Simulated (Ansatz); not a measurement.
# TiTe2: the cost of one run

Computed with Ansatz 0.2.0 (DFT PBEsol, scalar-relativistic, plane waves, PAW, unless a step's input says otherwise).

1 further run of the same task is left out (it didn't finish).

### 1 The system as given

The structure is trigonal, space group P-3m1 (No. 164). Conventional cell: a = 3.693 Å, b = 3.693 Å, c = 6.450 Å, α = 90.00°, β = 90.00°, γ = 120.00°. Ti (site symmetry -3m) is surrounded by 6 Te at 2.74 Å. Te (site symmetry 3m) has 3 Ti at 2.74 Å as nearest neighbours.

As a file:

```
CELL_PARAMETERS angstrom
3.69299 0.00000 0.00000
-1.84649 3.19822 0.00000
0.00000 0.00000 6.45009
ATOMIC_POSITIONS crystal
Ti 0.00000 0.00000 0.00000
Te 0.33333 0.66667 0.26744
Te 0.66667 0.33333 0.73256
```

An earlier run at PBEsol left this cell at 25.394 Å³/atom and 0.00 GPa (10×10×6 mesh).

The changes: atom 1 (Ti) moved 0.12 Å along z; strain e6 = +0.03, atoms carried along.

### 2 Atom 1 (Ti) moved 0.12 Å along z

input.yaml

```yaml
crystal:
  lattice:
    - [3.6929886292, 0.0, 0.0]
    - [-1.8464943146, 3.1982219688, 0.0]
    - [0.0, 0.0, 6.4500947368]
  atoms:
    - { symbol: Ti, position: [0.0, 0.0, 0.0186043779] }
    - { symbol: Te, position: [0.3333333333, 0.6666666667, 0.2674401903] }
    - { symbol: Te, position: [0.6666666667, 0.3333333333, 0.7325598097] }
basis:
  ecutwfc: 420
  ecutrho_ratio: 4
kpoints:
  mp_grid: { grid: [10, 10, 6] }
hamiltonian:
  xc: pbesol
scf:
  occupations: { method: gaussian, width: 0.05 }
output:
  forces: true
  stress: true
  eigenvalues: true
```

Q: Estimate wall time and peak memory on 4 threads of an Arm CPU, shared host.

About 5.5 s, with a peak of 0.42 GiB.
